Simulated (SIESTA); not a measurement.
Te under changes of volume

One of the cells (34.604 Å³/atom); the others are scaled copies at fixed shape and fractional positions:

```
Te
1.0
     4.48350    0.00000    0.00000
    -2.24175    3.88282    0.00000
     0.00000    0.00000    5.96323
Te
3
Direct
  0.73100 0.73100 0.00000
  0.00000 0.26900 0.66667
  0.26900 0.00000 0.33333
```

* Program: SIESTA 5.4.2
* Functional: PBE
* Potentials or basis: PseudoDojo 0.4 standard (PBE files)
* Basis: DZP (energy shift 0.002 Ry)
* Grid cutoff: 500 Ry
* Energy shift: 0.002 Ry
* k mesh: 7 × 7 × 5
* Occupations: fermi-dirac, width 0.05 eV
* Spin: no spin polarisation

```csv
volume (Å³/atom),energy over the lowest point (meV/atom),pressure (GPa),gap on the mesh (eV),largest force (eV/Å)
31.890,84.79,7.1,0.59,1.042
32.568,?,?,?,?
33.247,37.46,4.4,0.61,0.773
34.604,10.45,2.1,0.61,0.536
35.282,3.60,1.2,0.62,0.415
35.961,0.00,0.5,0.62,0.332
```

Problem. What does the run at 32.568 Å³/atom give?

Solution. Energy over the lowest point 58.20 meV/atom; pressure 5.5 GPa; gap on the mesh 0.60 eV; largest force 0.902 eV/Å.

Worked out: A Birch-Murnaghan fit of order 3 (a polynomial in V^(-2/3)) to the other rows has its minimum at 36.34 Å³/atom, just outside them, with B0 = V·E''(V) = 39 GPa and B' = 5.0 at fixed shape and positions, which overstates the stiffness. It gives 58.27 meV/atom at 32.568 Å³/atom, against the run's 58.20, and -dE/dV = 5.6 GPa, against 5.5. A straight line through the other rows of the gap, of slope 0.238 eV per unit of ln V, gives 0.60 eV, against the run's 0.60.

Energies are extrapolated to zero smearing.

Caveats: semicore shells carry a single zeta, which can move pressures by several GPa and volumes by a few percent; spin-orbit coupling is left out, which moves the levels of the heavy elements; an odd mesh through Γ misses points on the zone boundary, where band edges often lie; the basis of atomic orbitals isn't converged, which shifts pressures, moduli and gaps; forces of over 1 eV/Å show positions far from the minimum, so gaps and moduli don't describe the material at rest (some runs).
